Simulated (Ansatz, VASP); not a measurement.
**Sb in VASP and in Ansatz**

```
CELL_PARAMETERS angstrom
0.00000 2.30500 2.30500
2.30500 0.00000 2.30500
2.30500 2.30500 0.00000
ATOMIC_POSITIONS crystal
Sb 0.00000 0.00000 0.00000
```

Alike in both runs: task electric field gradients; functional PBEsol; k mesh 12 × 12 × 12; occupations fermi-dirac, width 0.05 eV; no spin polarisation.

|  | VASP | Ansatz |
| --- | --- | --- |
| version | VASP 6.6.1 | Ansatz 0.2.0 |
| potentials or method | VASP PAW PBE potentials, release 64 (Sb) | PAW with Ansatz's default frozen-core files, scalar-relativistic |
| plane-wave cutoff (eV) | 520 | 420 |
| valence electrons in the cell | 5 | 15 |

```tsv
	VASP	Ansatz	Ansatz less VASP
pressure (GPa)	5.2	5.2	-0.03
Vzz of the field gradient on the site that differs most (V/Å²)	0.0	0.0	0.00
```

The functional is the same, so the differences come from potentials, cutoffs and numerics. The two sets of potentials don't hold the same shells in valence. Ansatz warned: «gradients_without_spin_orbit».

Caveats: the PAW data sets were made with another functional, which shifts forces and pressure a little (VASP). Spin-orbit coupling is left out, which matters for the levels of Sb.
